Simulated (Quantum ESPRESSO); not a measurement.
CdSe (Cadmoselite) under changes of volume

One of the cells (28.102 Å³/atom); the others are scaled copies at fixed shape and fractional positions:

```
Cd Se
1.0
     4.30000    0.00000    0.00000
    -2.15000    3.72391    0.00000
     0.00000    0.00000    7.02000
Cd Se
2 2
Direct
  0.66667 0.33333 0.50000
  0.33333 0.66667 0.00000
  0.66667 0.33333 0.88500
  0.33333 0.66667 0.38500
```

```yaml
Program: Quantum ESPRESSO 7.5
Functional: PBEsol
Potentials_or_basis: GBRV 1.5 PBEsol
Cutoff: 612 eV
Density_cutoff: 4898 eV
k_mesh: 7 × 7 × 4
Occupations: fermi-dirac, width 0.05 eV
Spin: no spin polarisation
```

| volume (Å³/atom) | energy over the lowest point (meV/atom) | pressure (GPa) | gap on the mesh (eV) |
| --- | --- | --- | --- |
| 26.416 | 23.20 | 4.2 | 0.67 |
| 26.978 | 10.92 | 2.8 | 0.63 |
| 27.540 | ? | ? | ? |
| 28.102 | 0.00 | 0.4 | 0.55 |
| 28.665 | 0.41 | -0.6 | 0.51 |
| 29.227 | 4.18 | -1.5 | 0.47 |
| 29.789 | 10.94 | -2.3 | 0.44 |

Question: What does the run at 27.540 Å³/atom give?

Answer: Energy over the lowest point 3.35 meV/atom; pressure 1.5 GPa; gap on the mesh 0.59 eV.

Worked out: A Birch-Murnaghan fit of order 3 (a polynomial in V^(-2/3)) to the other rows has its minimum at 28.32 Å³/atom with B0 = V·E''(V) = 52 GPa and B' = 4.7 at fixed shape and positions, which overstates the stiffness. It gives 3.35 meV/atom at 27.540 Å³/atom, against the run's 3.35, and -dE/dV = 1.5 GPa, against 1.5. A straight line through the other rows of the gap, of slope -1.94 eV per unit of ln V (its deformation potential), gives 0.59 eV, against the run's 0.59.

Energies are extrapolated to zero smearing.

Spin-orbit coupling on Cd, Se is left out.
